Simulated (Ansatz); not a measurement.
Bands of C

```xyz
2
Lattice="0.0000 2.1270 3.3480 1.2280 0.0000 3.3480 1.2280 2.1270 0.0000" Properties=species:S:1:pos:R:3 pbc="T T T"
C     1.2280    0.7090    3.3480
C     1.2280    3.5450    3.3480
```

Atom numbers follow the list: C1, C2.

The cell is COD entry 9000046, as deposited and not checked against the literature; nothing was relaxed.

Computed with DFT, PBEsol, all-electron LAPW, scalar-relativistic in Ansatz 0.2.0.

Sampling and basis: a Γ-centred 18×18×18 k mesh, Fermi–Dirac smearing of 0.05 eV, basis error target 0.25 meV/atom, no spin polarisation.

Points in fractions of the reciprocal vectors of this cell: Γ (0, 0, 0), Y (0.5, 0, 0.5), T (1, 0.5, 0.5), Z (0.5, 0.5, 0), Σ0 (0, 0.367, 0.367), U0 (1, 0.633, 0.633). The path joins them by straight lines in the order Γ–Y–T–Z–Γ–Σ0–U0–T–Y; legs that retrace an earlier one aren't tabulated. Energies are in eV from the Fermi level.

Problem. Is there a gap?

Solution. None at this level of theory (metallic, semimetallic, or a small gap that the functional closes).

Problem. List the levels between -14 and 8 eV at the symmetry points.

Solution. 
Γ: -6.62, -2.98, -2.95, 4.03
Y: -13.37, -6.37, -1.59, 2.51, 7.70
T: -13.19, -6.43, -3.08, 0.89, 7.28
Z: -8.66, -2.99, -2.97
Σ0: -13.04, -12.33, -10.10, -1.52, 0.68
U0: -13.04, -12.33, -10.10, -1.52, 0.68
